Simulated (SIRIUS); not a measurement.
# Si2Mo: single point with LDA-VWN

The system is Si2Mo.

```
Mo Si
1.0
    -1.60000    1.60000    3.93050
     1.60000   -1.60000    3.93050
     1.60000    1.60000   -3.93050
Mo Si
1 2
Cartesian
  0.0000 0.0000 0.0000
  0.0000 0.0000 5.2433
  0.0000 0.0000 2.6177
```

- Program: SIRIUS 7.10.0
- Task: single point
- Functional: LDA-VWN
- Potentials or basis: PseudoDojo 0.4.1 PBE standard (scalar relativistic)
- Cutoff: 1102 eV
- Density cutoff: 4408 eV
- k mesh: 6 × 6 × 6
- Occupations: fermi-dirac, width 0.05 eV
- Spin: no spin polarisation

* Pressure: -3.1 GPa
* Largest force: 0.365 eV/Å
* Band gap on the k mesh: none (metal or under the smearing width)

Forces on the atoms (eV/Å):
```
Mo   0.000  0.000  0.000
Si   0.000  0.000 -0.365
Si   0.000  0.000  0.365
```

Stress tensor (GPa, compression positive):
```
-2.58  0.00  0.00
 0.00 -2.58  0.00
 0.00  0.00 -4.00
```

It took 76 s on 1 thread of Arm Neoverse V2 (shared host), peak memory 0.44 GiB.

Caveat: the k mesh is coarse (spacing up to 0.46 Å⁻¹), so the values aren't converged; the potentials were made for another functional, which shifts forces and pressure.
